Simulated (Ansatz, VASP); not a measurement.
Y: VASP beside Ansatz

```
Y
1.0
     6.45944    0.00000    0.00000
     0.00000    6.45944    0.00000
     0.00000    0.00000    6.45944
Y
8
Cartesian
  3.2297 3.2297 3.2297
  0.0000 0.0000 0.0000
  1.6149 0.0000 3.2297
  3.2297 1.6149 0.0000
  3.2297 4.8446 0.0000
  4.8446 0.0000 3.2297
  0.0000 3.2297 4.8446
  0.0000 3.2297 1.6149
```

Alike in both runs: functional PBE; k mesh 6 × 6 × 6; occupations gaussian, width 0.1 eV; no spin polarisation.

Ansatz relaxed the structure, and its values are those at the end. VASP's run is a single point on that final structure, the one shown.

|  | VASP | Ansatz |
| --- | --- | --- |
| version | VASP 6.6.1 | Ansatz 0.2.0 |
| potentials or method | VASP PAW PBE potentials, release 64 (Y_sv) | scalar-relativistic, plane waves, PAW |
| plane-wave cutoff (eV) | 520 | 420 |
| valence electrons in the cell | 88 | 88 |

```tsv
	VASP	Ansatz	Ansatz less VASP
gap on the k mesh at the Fermi level (eV)	none	none	-
pressure (GPa)	-0.1	0.0	+0.09
```

A gap of «none» marks a metal or a gap that the smearing closes.
